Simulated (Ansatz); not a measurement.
I need a relaxation of cell and ions of TiO2, space group I4_1/amd. Use Ansatz 0.2.0 through its Python package. Use: PBEsol, PAW, cutoff 476 eV, 6×6×6 k-points, fixed occupations.

```xyz
6
Lattice="-1.8921 1.8921 4.7573 1.8921 -1.8921 4.7573 1.8921 1.8921 -4.7573" Properties=species:S:1:pos:R:3 pbc="T T T"
Ti    0.0000    0.0000    0.0000
Ti    0.0000    1.8921    2.3786
O     0.0000    0.0000    1.9800
O     0.0000    1.8921    4.3586
O     0.0000    1.8921    0.3987
O     0.0000    0.0000    7.5346
```

Script `run_vcrelax.py`:
```python
"""Cell relaxation of TiO2."""

from pathlib import Path
import warnings

import ansatz as az
from ase.data import atomic_numbers
from ase.io.cube import read_cube_data
from ase.units import Bohr
import numpy as np
import spglib

def edges_and_angles(cell):
    cell = np.asarray(cell)
    a, b, c = np.linalg.norm(cell, axis=1)
    cosines = cell[1] @ cell[2] / (b * c), cell[0] @ cell[2] / (a * c), cell[0] @ cell[1] / (a * b)
    return (a, b, c, *np.degrees(np.arccos(cosines)))

warnings.simplefilter("ignore", az.DeckWarning)

lattice = az.Lattice.of(
    [-1.8921, 1.8921, 4.7573],
    [1.8921, -1.8921, 4.7573],
    [1.8921, 1.8921, -4.7573],
)
sites = [
    ("Ti", [0.0, 0.0, 0.0]),
    ("Ti", [0.75, 0.25, 0.5]),
    ("O", [0.2081, 0.2081, 0.0]),
    ("O", [0.9581, 0.4581, 0.5]),
    ("O", [0.5419, 0.0419, 0.5]),
    ("O", [0.7919, 0.7919, 0.0]),
]
crystal = az.Crystal(lattice=lattice)
for symbol, position in sites:
    crystal = crystal.atom(symbol, position)

# every cell quantity that the symmetry leaves free
calc = crystal.calculation()
calc = calc.basis(35 * az.Ry)
calc = calc.kpoints(6, center="gamma")
calc = calc.functional("PBEsol")
calc = calc.pseudopotentials("paw")
calc = calc.occupations("Fixed")
calc = calc.relax(force_tolerance=0.05, max_steps=40, cell=True, stress_tolerance=0.1)
calc = calc.stress()
calc = calc.density()
calc = calc.output_files(volumetric_format=["cube", "npy"])
steps = []


def collect(event):
    if event["event"] == "relax_step":
        steps.append(event["data"])


res = calc.session().plan().execute(on_event=collect)
rep = res.report
for s in steps:
    flag = "" if s["accepted"] else "  (rejected)"
    print("step %2d  E = %.5f eV  largest force component = %.4f eV/A%s" % (s["step"], s["lagrangian_ev"], s["allowed_force_max_ev_ang"], flag))

first, last = steps[0], steps[-1]
symbols = [site.symbol for site in res.lattice.sites]
print(f"energy gained {first['lagrangian_ev'] - last['lagrangian_ev']:.4f} eV in {len(steps) - 1} steps")
for label, vectors in (("before", first["cell_ang"]), ("after", res.lattice.cell_ang)):
    print(label, "a b c (A) {:.4f} {:.4f} {:.4f}  angles {:.2f} {:.2f} {:.2f}".format(*edges_and_angles(vectors)), f" V = {abs(np.linalg.det(vectors)):.3f} A^3")
print("final stress xx yy zz (GPa, compression positive):", np.round(np.diag(rep["stress_gpa"]), 3) + 0.0)

fractions = [site.position_frac for site in res.lattice.sites]
numbers = [atomic_numbers[s] for s in symbols]
for tolerance in (1e-3, 1e-2, 1e-1):
    print(f"space group at {tolerance} A:", spglib.get_spacegroup((res.lattice.cell_ang, fractions, numbers), symprec=tolerance))

print("atom   start x y z (A)              end x y z (A)")
for symbol, a, b in zip(symbols, first["positions_ang"], last["positions_ang"]):
    print(f"{symbol:3s}", " ".join(f"{v:8.4f}" for v in a), "  ", " ".join(f"{v:8.4f}" for v in b))

print("%-22s %14.5f eV" % ("F = E - TS", rep["free_energy_ev"]))
print("%-22s %14.5f eV" % ("E", rep["internal_energy_ev"]))
print("%-22s %14.5f eV" % ("Harris-Foulkes", rep["harris_foulkes_ev"]))
print("%-22s %14.5f eV" % ("Fermi level", rep["fermi_energy_ev"]))

# principal values and the von Mises stress of the deviator
principal = np.linalg.eigvalsh(np.array(rep["stress_gpa"]))
mises = np.sqrt(0.5 * sum((principal[i] - principal[i - 1]) ** 2 for i in range(3)))
print("principal stresses (GPa, compression positive):", np.round(principal, 3))
print(f"mean {principal.mean():.3f} GPa, von Mises {mises:.3f} GPa, PV = {principal.mean() * rep['setup']['cell_volume_ang3'] / 160.21766:.4f} eV")

# cube files hold the density in electrons per cubic bohr
folder = Path(res.write_results("cubes"))
print("\n".join((folder / "rho.cube").read_text().splitlines()[: 6 + 6]))
values, cube_atoms = read_cube_data(str(folder / "rho.cube"))
print("electrons from the file:", round(values.mean() * cube_atoms.get_volume() / Bohr ** 3, 3))
```

```console
$ python run_vcrelax.py
step  1  E = -7199.75425 eV  largest force component = 0.0086 eV/A
step  2  E = -7199.75560 eV  largest force component = 0.0059 eV/A
step  3  E = -7199.75613 eV  largest force component = 0.0057 eV/A
step  4  E = -7199.75622 eV  largest force component = 0.0006 eV/A
step  5  E = -7199.75623 eV  largest force component = 0.0012 eV/A
step  6  E = -7199.75617 eV  largest force component = 0.0013 eV/A
energy gained 0.0019 eV in 5 steps
before a b c (A) 5.4582 5.4582 5.4582  angles 139.43 139.43 58.71  V = 68.125 A^3
after a b c (A) 5.4698 5.4698 5.4698  angles 139.68 139.68 58.33  V = 67.881 A^3
final stress xx yy zz (GPa, compression positive): [-0.012 -0.012  0.018]
space group at 0.001 A: I4_1/amd (141)
space group at 0.01 A: I4_1/amd (141)
space group at 0.1 A: I4_1/amd (141)
atom   start x y z (A)              end x y z (A)
Ti    0.0000   0.0000   0.0000     -0.0000  -0.0000   0.0000
Ti    0.0000   1.8921   2.3786      0.0000   1.8849   2.3881
O     0.0000   0.0000   1.9800      0.0000  -0.0000   1.9823
O     0.0000   1.8921   4.3586      0.0000   1.8849   4.3704
O    -0.0000   1.8921   0.3987     -0.0000   1.8849   0.4059
O     0.0000   0.0000   7.5346      0.0000  -0.0000   7.5703
F = E - TS                -7199.75617 eV
E                         -7199.75617 eV
Harris-Foulkes            -7199.75617 eV
Fermi level                   7.20992 eV
principal stresses (GPa, compression positive): [-0.012 -0.012  0.018]
mean -0.002 GPa, von Mises 0.030 GPa, PV = -0.0009 eV
ansatz rho
values in e/bohr^3 (x slowest, z fastest)
    6    0.000000    0.000000    0.000000
   40   -0.089051    0.089051    0.225647
   40    0.089051   -0.089051    0.225647
   40    0.089051    0.089051   -0.225647
   22   22.000000   -0.000000   -0.000000    0.000000
   22   22.000000    0.000000    3.562025    4.512942
    8    8.000000    0.000000   -0.000000    3.745971
    8    8.000000    0.000000    3.562025    8.258913
    8    8.000000   -0.000000    3.562025    0.766971
    8    8.000000    0.000000   -0.000000   14.305798
electrons from the file: 48.0
```

What to keep in mind:
- Total energies depend on the potentials; only differences at equal settings carry meaning. A total without «per atom» is that of the cell as typed.
- The run is spin-unpolarised.
- Under fixed occupations the level called the Fermi level is the highest filled one on the SCF mesh; off the mesh a filled band can lie a little above it.
- Only differences from the Fermi energy are physical; the zero of the scale is a convention.
- Energies along a relaxation are free energies. Rows at an unchanged volume are solved on a plane-wave basis chosen afresh for that cell, so the energy jumps there and such rows are no steps of the walk.
- Edges and angles are those of the cell as typed, here a primitive one, not of the conventional cell.
- Grid values close to the nuclei reflect the PAW or pseudopotential construction, not the all-electron fields.
- The structure is a deposited one; some such entries were measured under pressure or heat, so a shift against it needn't be the functional's error alone.
- Processor time in the engine: 19 s on 1 thread of Intel(R) Xeon(R) Processor @ 2.30GHz (shared host), peak memory 0.64 GiB.
